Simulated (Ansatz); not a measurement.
Wanted: the native input for an Ansatz 0.2.0 run.

| Quantity | Value |
| --- | --- |
| Task | single point |
| Functional | PBE |
| Potentials or basis | Ansatz PAW |
| Cutoff | 420 eV (not typed: the program's choice for these potentials) |
| k mesh | 5 × 5 × 5 |
| Occupations | fermi-dirac, width 0.05 eV |
| Spin | no spin polarisation |

TiO2:

```xyz
12
Lattice="-2.9732 3.2874 3.2874 2.9732 -3.2874 3.2874 2.9732 3.2874 -3.2874" Properties=species:S:1:pos:R:3 pbc="T T T"
Ti    1.4866   -1.6437    1.6437
Ti    1.4866    1.6437   -1.6437
Ti    0.0000    1.6437    1.6124
Ti    2.9732    1.6437    1.6750
O     1.4875    1.6437    2.9263
O     1.4857    4.9311   -0.3611
O     0.0000    0.3609    4.9286
O     2.9732   -0.3609    1.6412
O     0.0000    3.6483    1.6462
O     1.4875   -1.6437    3.6485
O     2.9732    2.9264   -1.6412
O     1.4857    1.6437    0.3611
```

The cell is a database's computed one.

One way to write it, as run:

input.yaml

```yaml
crystal:
  lattice:
    - [-2.97316, 3.287369, 3.287402]
    - [2.97316, -3.287369, 3.287402]
    - [2.97316, 3.287369, -3.287402]
  atoms:
    - { symbol: Ti, position: [0.0, 0.5, 0.0] }
    - { symbol: Ti, position: [0.0, 0.0, 0.5] }
    - { symbol: Ti, position: [0.495245, 0.245245, 0.25] }
    - { symbol: Ti, position: [0.504755, 0.754755, 0.75] }
    - { symbol: O, position: [0.695081, 0.69523, 0.500149] }
    - { symbol: O, position: [0.695081, 0.194932, 0.999851] }
    - { symbol: O, position: [0.804516, 0.749617, 0.054899] }
    - { symbol: O, position: [0.194718, 0.749617, 0.445101] }
    - { symbol: O, position: [0.805282, 0.250383, 0.554899] }
    - { symbol: O, position: [0.304919, 0.805068, 0.000149] }
    - { symbol: O, position: [0.195484, 0.250383, 0.945101] }
    - { symbol: O, position: [0.304919, 0.30477, 0.499851] }
hamiltonian:
  xc: pbe
  pseudopotentials: { kind: paw }
kpoints:
  mp_grid: { grid: [5, 5, 5] }
scf:
  occupations: { method: fermi_dirac, width: 0.05 }
output:
  forces: true
  stress: true
  eigenvalues: true
```

Potentials or basis: Ansatz PAW.

The run is started by

```bash
$ ansatz run input.yaml --threads 4 --pin off --max-ram 11264MiB --backend cpu --events-out ev --progress --plain --runs-dir out
```

It gave:

* Pressure: -1.4 GPa
* Largest force: 0.060 eV/Å
* Band gap on the k mesh: 1.84 eV

Caveat: odd divisions of the mesh miss points on the zone boundary, where band edges often lie, so the gap on the mesh can be too wide; the pressure holds a Pulay correction of +0.7 GPa for the finite cutoff.

It took 3 s on 4 threads of Intel(R) Xeon(R) Platinum 8259CL CPU @ 2.50GHz (Skylake/Cascade Lake), on a shared host, peak memory 0.65 GiB.
